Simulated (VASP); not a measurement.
Crystal: Lu.

```
Lu
1.0
    -1.95411    1.95411    1.95411
     1.95411   -1.95411    1.95411
     1.95411    1.95411   -1.95411
Lu
1
Direct
  0.00000 0.00000 0.00000
```

This isn't the form of Lu at room conditions, which is hcp.

```yaml
Program: VASP 6.6.1
Task: relaxation of cell and atoms
Functional: LDA
Potentials_or_basis: VASP PAW PBE potentials, release 64 (Lu)
Cutoff: 600 eV
k_mesh: 10 × 10 × 10
Occupations: fermi-dirac, width 0.05 eV
Spin: no spin polarisation
```

At the start: pressure -5.0 GPa; volume 29.85 Å³/atom.

Task: Where does the relaxation end?

Result: Over 6 steps the energy falls by 61.2 meV/atom and the volume is 26.35 Å³/atom (-11.7 %); space group Im-3m (No. 229, to 0.05 Å).

Step by step:
| step | energy change (eV) | largest force (eV/Å) | pressure (GPa) | volume (Å³) |
| --- | --- | --- | --- | --- |
| 1 | 0.0000 | 0.0000 | -5.04 | 29.85 |
| 2 | -0.0604 | 0.0000 | 1.18 | 25.97 |
| 3 | -0.0612 | 0.0000 | -0.13 | 26.45 |
| 4 | -0.0612 | 0.0000 | -0.07 | 26.38 |
| 5 | -0.0612 | 0.0000 | 0.07 | 26.30 |
| 6 | -0.0612 | 0.0000 | -0.01 | 26.35 |

Final structure:
```
Lu
1.0
    -1.87453    1.87453    1.87453
     1.87453   -1.87453    1.87453
     1.87453    1.87453   -1.87453
Lu
1
Direct
  0.00000 0.00000 0.00000
```

Caveat: the PAW data sets were made with another functional, which shifts forces and pressure a little.
